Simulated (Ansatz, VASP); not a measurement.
## Two plane-wave programs on Si

```
Si
1.0
     0.00000    2.72185    2.72185
     2.72185    0.00000    2.72185
     2.72185    2.72185    0.00000
Si
2
Direct
  0.50000 0.50000 0.50000
  0.75000 0.75000 0.75000
```

Alike in both runs: task relaxation of cell and atoms; functional BLYP; dispersion D4; k mesh 8 × 8 × 8; occupations fermi-dirac, width 0.05 eV; no spin polarisation.

|  | VASP | Ansatz |
| --- | --- | --- |
| version | VASP 6.6.1 | Ansatz 0.2.0 |
| potentials or method | VASP PAW PBE potentials, release 64 (Si) | Ansatz PAW |
| plane-wave cutoff (eV) | 600 | 420 |
| valence electrons in the cell | 8 | 8 |

```csv
,VASP,Ansatz,Ansatz less VASP
relaxed volume (Å³/atom),19.97,19.93,-0.037
relaxed cell length with the largest relative difference (Å),3.837,3.835,-0.0023
```

Caveats: the PAW data sets were made with another functional, which shifts forces and pressure a little (VASP); the plane-wave basis is chosen anew once the cell has moved, so the energies of steps on either side of that aren't comparable (Ansatz); the PAW data sets come from PBE, with cores solved anew for the run's functional, which leaves a small shift of forces and pressure (Ansatz). A k mesh can miss the band edges.
